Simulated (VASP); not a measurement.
# CuO (P-6m2) in VASP: further runs

Aim: see how the results for CuO move with the level of theory and the settings. Levels: r2SCAN, revTPSS, r2SCAN+rVV10. Tasks: relaxation of cell and atoms, relaxation of the atoms.

All numbers are computed with VASP 6.6.1; they aren't measurements. Logs are shortened: lines on timing, memory, paths and dates and some standing lists are left out, and cuts for length are marked.

**1. The crystal as given**

It takes space group P-6m2 (No. 187, hexagonal). Conventional cell: a = 2.836 Å, b = 2.836 Å, c = 2.768 Å, α = 90.00°, β = 90.00°, γ = 120.00°. Cu (site symmetry -6m2) is surrounded by 6 O at 2.14 Å. O (site symmetry -6m2) is surrounded by 6 Cu at 2.14 Å.

Measurements of this composition are mostly on another form, of space group No. 15.

**2. Relaxation of cell and atoms, r2SCAN**

INCAR

```
  PREC = Accurate
  ENCUT = 600
  EDIFF = 1E-7
  ISMEAR = 0
  SIGMA = 0.05
  LREAL = False
  LASPH = True
  NELM = 80
  ALGO = Normal
  ISIF = 3
  LWAVE = False
  LCHARG = False
  METAGGA = R2SCAN
  LMIXTAU = True
  IBRION = 2
  NSW = 40
  EDIFFG = -0.005
```

KPOINTS

```
Automatic mesh
0
Gamma
  11 11 10
```

POSCAR

```
CuO
1.0
    2.8363251100      0.0000000000      0.0000000000
   -1.4181625500      2.4563296000      0.0000000000
    0.0000000000      0.0000000000      2.7681127800
Cu O
1 1
Direct
    0.0000000000      0.0000000000      0.0000000000
    0.6666666667      0.3333333333      0.5000000000
```

Potentials or basis: VASP PAW PBE potentials, release 64 (Cu, O).

Run with:

```
> cat potpaw_PBE.64/Cu/POTCAR potpaw_PBE.64/O/POTCAR > POTCAR
> mpirun -np 1 vasp_std > vasp.out
```

OUTCAR:

```text
PREC = Accurate
   ENCUT = 600
   EDIFF = 1E-7
   ISMEAR = 0
   LREAL = False
   LASPH = True
   NELM = 80
   ISIF = 3
   METAGGA = R2SCAN
   IBRION = 2
   NSW = 40
   EDIFFG = -0.005

 ion  position               nearest neighbor table
   1  0.000  0.000  0.000-   2 2.14   2 2.14   2 2.14   2 2.14   2 2.14   2 2.14
   2  0.667  0.333  0.500-   1 2.14   1 2.14   1 2.14   1 2.14   1 2.14   1 2.14

  LATTYP: Found a hexagonal cell.
 ALAT       =     2.8363251100
 C/A-ratio  =     0.9759504544

  Lattice vectors:

 A1 = (   2.8363251100,   0.0000000000,   0.0000000000)
 A2 = (  -1.4181625500,   2.4563296000,   0.0000000000)
 A3 = (   0.0000000000,   0.0000000000,   2.7681127800)

Analysis of symmetry for initial positions (statically):
=====================================================================
 Subroutine PRICEL returns:
 Original cell was already a primitive cell.

 Routine SETGRP: Setting up the symmetry group for a
 hexagonal supercell.

 Subroutine GETGRP returns: Found 12 space group operations
 (whereof 12 operations were pure point group operations)
 out of a pool of 24 trial point group operations.

The static configuration has the point symmetry D_3h.

Analysis of symmetry for dynamics (positions and initial velocities):
=====================================================================
 Subroutine PRICEL returns:
 Original cell was already a primitive cell.

 Routine SETGRP: Setting up the symmetry group for a
 hexagonal supercell.

 Subroutine GETGRP returns: Found 12 space group operations
 (whereof 12 operations were pure point group operations)
 out of a pool of 24 trial point group operations.

The dynamic configuration has the point symmetry D_3h.

 Subroutine INISYM returns: Found 12 space group operations
 (whereof 12 operations are pure point group operations),
 and found     1 'primitive' translations

----------------------------------------------------------------------------------------

                                     Primitive cell

  volume of cell :      19.2853

  direct lattice vectors                    reciprocal lattice vectors
     2.836325110  0.000000000  0.000000000     0.352568892  0.203555744  0.000000000
    -1.418162550  2.456329600  0.000000000     0.000000000  0.407111489  0.000000000
     0.000000000  0.000000000  2.768112780     0.000000000  0.000000000  0.361256957

  length of vectors
     2.836325110  2.836325109  2.768112780     0.407111488  0.407111489  0.361256957

  position of ions in fractional coordinates (direct lattice)
     0.000000000  0.000000000  0.000000000
     0.666666667  0.333333333  0.500000000

  ion indices of the primitive-cell ions
   primitive index   ion index
                 1           1
                 2           2

----------------------------------------------------------------------------------------

 KPOINTS: Automatic mesh

Automatic generation of k-mesh.
 Grid dimensions read from file:
 generate k-points for:   11   11   10

 Generating k-lattice:

  Cartesian coordinates                     Fractional coordinates (reciprocal lattice)
     0.032051717  0.018505068  0.000000000     0.090909091  0.000000000  0.000000000
     0.000000000  0.037010135  0.000000000     0.000000000  0.090909091  0.000000000
     0.000000000  0.000000000  0.036125696     0.000000000  0.000000000  0.100000000

  Length of vectors
     0.037010135  0.037010135  0.036125696

  Shift w.r.t. Gamma in fractional coordinates (k-lattice)
     0.000000000  0.000000000  0.000000000

 Subroutine IBZKPT returns following result:
 ===========================================

 Found     96 irreducible k-points:

 Following reciprocal coordinates:
            Coordinates               Weight
  0.000000  0.000000  0.000000      1.000000
  0.090909  0.000000  0.000000      6.000000
  0.181818 -0.000000  0.000000      6.000000
  0.272727  0.000000  0.000000      6.000000
  0.363636  0.000000  0.000000      6.000000
  0.454545  0.000000  0.000000      6.000000
[... 16 lines left out ...]
  0.090909  0.090909  0.100000     12.000000
  0.181818  0.090909  0.100000     24.000000
 [... further k-points ...]
   k-points           NKPTS =     96   k-points in BZ     NKDIM =     96   number of bands    NBANDS=     12
   number of dos      NEDOS =    301   number of ions     NIONS =      2
   total plane-waves  NPLWV =  13824
   dimension x,y,z NGX =    24 NGY =   24 NGZ =   24
   dimension x,y,z NGXF=    48 NGYF=   48 NGZF=   48
   ions per type =               1   1
   NGX,Y,Z   is equivalent  to a cutoff of  14.07, 14.07, 14.41 a.u.
   NGXF,Y,Z  is equivalent  to a cutoff of  28.13, 28.13, 28.83 a.u.
 SYSTEM =  unknown system
   PREC   = accura    normal or accurate (medium, high low for compatibility)
   ISTART =      0    job   : 0-new  1-cont  2-samecut
   ICHARG =      2    charge: 1-file 2-atom 10-const
   ISPIN  =      1    spin polarized calculation?
   LNONCOLLINEAR =      F non collinear calculations
   LSORBIT =      F    spin-orbit coupling
   LASPH  =      T    aspherical Exc in radial PAW
   ENCUT  =  600.0 eV  44.10 Ry    6.64 a.u.   5.66  5.66  5.53*2*pi/ulx,y,z
   NELM   =     80;   NELMIN=  2; NELMDL= -5     # of ELM steps
   EDIFF  = 0.1E-06   stopping-criterion for ELM
   LREAL  =      F    real-space projection
   EDIFFG = -.5E-02   stopping-criterion for IOM
   NSW    =     40    number of steps for IOM
   IBRION =      2    ionic relax: 0-MD 1-quasi-New 2-CG
   NFREE  =      1    steps in history (QN), initial steepest desc. (CG)
   ISIF   =      3    stress and relaxation
   ISYM   =      2    0-nonsym 1-usesym 2-fastsym
   POTIM  = 0.5000    time-step for ionic-motion
   TEBEG  =    0.0;   TEEND  =   0.0 temperature during run
   PSTRESS=    0.0 pullay stress
   NELECT =      17.0000    total number of electrons
   NUPDOWN=      -1.0000    fix difference up-down
   EMIN   =  10.00;   EMAX   =-10.00  energy-range for DOS
   EFERMI =   0.00;   METHOD = LEGACY
   ISMEAR =     0;   SIGMA  =   0.05  broadening in eV -4-tet -1-fermi 0-gaus
   EFERMI_NEDOS =   21; number of points for ismear=-14 and -15
   IALGO  =     38    algorithm
   IMIX   =      4    mixing-type and parameters
     AMIX     =   0.40;   BMIX     =  1.00
     AMIX_MAG =   1.60;   BMIX_MAG =  1.00
  volume/ion in A,a.u.               =       9.64        65.07
  Fermi-wavevector in a.u.,A,eV,Ry     =   1.569696  2.966296 33.524031  2.463947
  Thomas-Fermi vector in A             =   2.671540
   LORBIT       =      0    0 simple, 1 ext, 2 COOP (PROOUT), +10 PAW based schemes
   METAGGA = R2SCAN    functional components
   LHFCALC =     F    Hartree Fock is set to
   AEXX    =    0.0000 exact exchange contribution
   IVDW    =     0    specifies the selected vdW correction
   LEPSILON=     F    determine dielectric tensor
   LRPA    =     F    only Hartree local field effects (RPA)
 conjugate gradient relaxation of ions
 non-spin polarized calculation
 Gauss-broadening in eV      SIGMA  =   0.05
  energy-cutoff  :      600.00
  volume of cell :       19.29
 maximum number of plane-waves:       660
 NGX is ok and might be reduce to    24
   NGX = 11   NGY = 11   NGZ = 11

--------------------------------------- Ionic step        1  -------------------------------------------

 number of electron      17.0000005 magnetization

 Free energy of the ion-electron system (eV)
  ---------------------------------------------------
  ext. energy  EPLUGINS =         0.00000000
  ---------------------------------------------------
  free energy    TOTEN  =       -17.50087963 eV

  energy without entropy =      -17.49589644  energy(sigma->0) =      -17.49838804

------------------------ aborting loop because EDIFF is reached ----------------------------------------

  FORCE on cell =-STRESS in cart. coord.  units (eV):
  Direction    XX          YY          ZZ          XY          YZ          ZX
  --------------------------------------------------------------------------------------
  -------------------------------------------------------------------------------------
  Total       -0.3646709     -0.3646709     -1.9175655     -0.0000000      0.0000000      0.0000000
  in kB      -30.2960004    -30.2960005   -159.3068172     -0.0000001      0.0000000      0.0000000
  external PRESSURE =     -73.2996060 kB  Pullay stress =       0.0000000 kB

 VOLUME and BASIS-vectors are now :
 -----------------------------------------------------------------------------
  energy-cutoff  :      600.00
  volume of cell :       19.29
      direct lattice vectors                 reciprocal lattice vectors
     2.836325110  0.000000000  0.000000000     0.352568892  0.203555744  0.000000000
    -1.418162550  2.456329600  0.000000000     0.000000000  0.407111489  0.000000000
     0.000000000  0.000000000  2.768112780     0.000000000  0.000000000  0.361256957
[... 109 lines left out ...]
 POSITION                                       TOTAL-FORCE (eV/Angst)
 -----------------------------------------------------------------------------------
      2.84019      0.00000      0.00000        -0.000000      0.000000     -0.000000
      1.42009      0.81989      1.33118         0.000000     -0.000000      0.000000
 -----------------------------------------------------------------------------------
    total drift:                                0.000002     -0.000001     -0.000000

  FREE ENERGIE OF THE ION-ELECTRON SYSTEM (eV)
  ---------------------------------------------------
  free  energy   TOTEN  =       -17.5390902515 eV

  energy  without entropy=      -17.5342359029  energy(sigma->0) =      -17.53666308

--------------------------------------- Ionic step        5  -------------------------------------------

 number of electron      17.0000010 magnetization

 Free energy of the ion-electron system (eV)
  ---------------------------------------------------
  ext. energy  EPLUGINS =         0.00000000
  ---------------------------------------------------
  free energy    TOTEN  =       -17.53929581 eV

  energy without entropy =      -17.53443325  energy(sigma->0) =      -17.53686453

 E-fermi :   5.9673     XC(G=0): -13.2515

 val. band max:        5.9667581443   @ k =   0.0909   0.0909   0.5000
 cond. band min:       5.9718652807   @ k =   0.1818   0.0909   0.3000
 fundamental gap:      0.0051071363
 Fermi energy:         5.9673158383

 k-point     1 :       0.0000    0.0000    0.0000
  band No.  band energies     occupation
      1     -14.6603      2.00000
      2       1.8899      2.00000
      3       1.8900      2.00000
      4       2.5272      2.00000
      5       3.4396      2.00000
      6       4.1928      2.00000
      7       4.1928      2.00000
      8       5.7995      2.00000
      9       5.7996      2.00000
     10       7.7262      0.00000
     11      22.4841      0.00000
     12      22.9945      0.00000

 k-point     2 :       0.0909    0.0000    0.0000
  band No.  band energies     occupation
      1     -14.5787      2.00000
      2       1.5736      2.00000
      3       1.9350      2.00000
      4       2.5862      2.00000
      5       3.1330      2.00000
      6       4.1844      2.00000
      7       4.5499      2.00000
      8       5.4405      2.00000
      9       5.7082      2.00000
     10       8.3514      0.00000
     11      21.7647      0.00000
     12      22.5885      0.00000
[... 316 lines left out ...]
 k-point    24 :       0.1818    0.0909    0.1000
  band No.  band energies     occupation
      1     -14.0723      2.00000
      2       0.3563      2.00000
      3       1.9132      2.00000
      4       2.1082      2.00000
      5       3.0091      2.00000
      6       4.0392      2.00000
      7       4.7497      2.00000
      8       5.1568      2.00000
      9       5.4869      2.00000
     10      10.8131      0.00000
     11      18.8434      0.00000
     12      22.5271      0.00000

 [... further k-points ...]

------------------------ aborting loop because EDIFF is reached ----------------------------------------

  FORCE on cell =-STRESS in cart. coord.  units (eV):
  Direction    XX          YY          ZZ          XY          YZ          ZX
  --------------------------------------------------------------------------------------
  -------------------------------------------------------------------------------------
  Total        0.0028668      0.0028668     -0.0069786      0.0000000      0.0000000      0.0000000
  in kB        0.2463625      0.2463625     -0.5997199      0.0000000      0.0000000      0.0000000
  external PRESSURE =      -0.0356650 kB  Pullay stress =       0.0000000 kB

 VOLUME and BASIS-vectors are now :
 -----------------------------------------------------------------------------
  energy-cutoff  :      600.00
  volume of cell :       18.64
      direct lattice vectors                 reciprocal lattice vectors
     2.845964346  0.000000000  0.000000000     0.351374746  0.202866304 -0.000000000
    -1.422982168  2.464677423 -0.000000000    -0.000000000  0.405732608 -0.000000000
     0.000000000  0.000000000  2.657899302    -0.000000000  0.000000000  0.376236978

 POSITION                                       TOTAL-FORCE (eV/Angst)
 -----------------------------------------------------------------------------------
     -0.00000      0.00000      0.00000        -0.000000     -0.000000      0.000000
      1.42298      0.82156      1.32895         0.000000      0.000000     -0.000000
 -----------------------------------------------------------------------------------
    total drift:                                0.000002     -0.000001      0.000000

  FREE ENERGIE OF THE ION-ELECTRON SYSTEM (eV)
  ---------------------------------------------------
  free  energy   TOTEN  =       -17.5392958107 eV

  energy  without entropy=      -17.5344332469  energy(sigma->0) =      -17.53686453

 reached required accuracy - stopping structural energy minimisation
```

Wall time 3.7 min (1 thread of Intel Xeon Platinum 8488C (Sapphire Rapids), shared host); peak memory 0.17 GiB.

Results:

```yaml
Free_energy: -17.5393 eV
Relaxed_volume: 9.32 Å³/atom
Relaxed_cell: a = 2.846 Å, b = 2.846 Å, c = 2.658 Å, α = 90.00°, β = 90.00°, γ = 120.00°
Space_group_after_relaxing_to_0.05_Å: P-6m2 (No. 187)
Energy_gained_by_relaxing: 19.2 meV/atom
Ionic_steps: 5
Pressure_after_relaxing: 0.0 GPa
Band_gap_on_the_k_mesh: none (metal or under the smearing width)
```

The path:
| step | energy change (eV) | largest force (eV/Å) | pressure (GPa) | volume (Å³) |
| --- | --- | --- | --- | --- |
| 1 | 0.0000 | 0.0000 | -7.33 | 19.29 |
| 2 | -0.0272 | 0.0000 | 6.38 | 18.07 |
| 3 | -0.0343 | 0.0000 | 1.66 | 18.43 |
| 4 | -0.0382 | 0.0000 | 0.34 | 18.60 |
| 5 | -0.0384 | 0.0000 | 0.00 | 18.64 |

Final structure:
```yaml
crystal:
  lattice:
    - [2.84596, 0.00000, 0.00000]
    - [-1.42298, 2.46468, 0.00000]
    - [0.00000, 0.00000, 2.65790]
  atoms:
    - { symbol: Cu, position: [0.00000, 0.00000, 0.00000] }
    - { symbol: O, position: [0.66667, 0.33333, 0.50000] }
```

Levels at points of the mesh, in eV from the Fermi level:
| k point | band 5 | band 6 | band 7 | band 8 | band 9 | band 10 | band 11 | band 12 |
| --- | --- | --- | --- | --- | --- | --- | --- | --- |
| (0.00, 0.00, 0.00) | -2.53 | -1.77 | -1.77 | -0.17 | -0.17 | 1.76 | 16.52 | 17.03 |
| (0.00, 0.00, 0.50) | -2.33 | -2.33 | -1.53 | -0.25 | -0.25 | 8.25 | 8.27 | 22.06 |

Caveat: the PAW data sets were made with another functional, which shifts forces and pressure a little; an odd number of electrons without spin polarisation forces a metal; a magnetic or distorted state may lie lower; the run has no spin polarisation, though such a crystal can be magnetic; semilocal functionals often make such compounds metallic where correlation or magnetic order opens a gap, which also shifts bond lengths. With open d or f shells a metallic result of r2SCAN can be an artefact of self-interaction; +U or a hybrid may open a gap.

**3. Relaxation of cell and atoms, revTPSS**

INCAR

```
  PREC = Accurate
  ENCUT = 600
  EDIFF = 1E-6
  ISMEAR = 0
  SIGMA = 0.05
  LREAL = F
  LASPH = T
  NELM = 60
  ALGO = Normal
  ISIF = 3
  LWAVE = F
  LCHARG = F
  METAGGA = RTPSS
  LMIXTAU = T
  IBRION = 2
  NSW = 40
  EDIFFG = -0.02
```

KPOINTS is that of step 2.

POSCAR is that of step 2.

Potentials or basis: VASP PAW PBE potentials, release 64 (Cu, O).

Run with:

```
> cat potpaw_PBE.64/Cu/POTCAR potpaw_PBE.64/O/POTCAR > POTCAR
> mpirun -np 1 vasp_std > vasp.out
```

Run time: 4.3 min. Hardware: 1 thread of Intel Xeon Platinum 8488C (Sapphire Rapids), shared host; peak memory 0.18 GiB.

It converged, with:

- Free energy: -6.2257 eV
- Relaxed volume: 9.36 Å³/atom
- Relaxed cell: a = 2.841 Å, b = 2.841 Å, c = 2.678 Å, α = 90.00°, β = 90.00°, γ = 120.00°
- Space group after relaxing (to 0.05 Å): P-6m2 (No. 187)
- Energy gained by relaxing: 11.6 meV/atom
- Ionic steps: 7
- Pressure after relaxing: 0.2 GPa
- Band gap on the k mesh: none (metal or under the smearing width)

Stress tensor (GPa, compression positive):
```
0.09 0.00 0.00
0.00 0.09 0.00
0.00 0.00 0.27
```

The path:
| step | energy change (eV) | largest force (eV/Å) | pressure (GPa) | volume (Å³) |
| --- | --- | --- | --- | --- |
| 1 | 0.0000 | 0.0000 | -6.37 | 19.29 |
| 2 | -0.0148 | 0.0000 | 5.40 | 18.23 |
| 3 | -0.0204 | 0.0000 | 0.96 | 18.59 |
| 4 | -0.0204 | 0.0000 | 1.19 | 18.57 |
| 5 | -0.0228 | 0.0000 | 0.61 | 18.67 |
| 6 | -0.0231 | 0.0000 | 0.15 | 18.74 |
| 7 | -0.0232 | 0.0000 | 0.15 | 18.73 |

Final structure:
```xyz
2
Lattice="2.8414 0.0000 0.0000 -1.4207 2.4607 0.0000 0.0000 0.0000 2.6784" Properties=species:S:1:pos:R:3 pbc="T T T"
Cu    0.0000    0.0000    0.0000
O     1.4207    0.8202    1.3392
```

Levels at points of the mesh, in eV from the Fermi level:
| k point | band 7 | band 8 | band 9 | band 10 | band 11 | band 12 |
| --- | --- | --- | --- | --- | --- | --- |
| (0.00, 0.00, 0.00) | -1.75 | -0.14 | -0.14 | 1.09 | 15.50 | 16.51 |
| (0.00, 0.00, 0.50) | -1.47 | -0.24 | -0.24 | 7.45 | 7.57 | 21.53 |

Caveat: the PAW data sets were made with another functional, which shifts forces and pressure a little; an odd number of electrons without spin polarisation forces a metal; a magnetic or distorted state may lie lower; the run has no spin polarisation, though such a crystal can be magnetic; semilocal functionals often make such compounds metallic where correlation or magnetic order opens a gap, which also shifts bond lengths.

(Continued in part 2 of 2.)
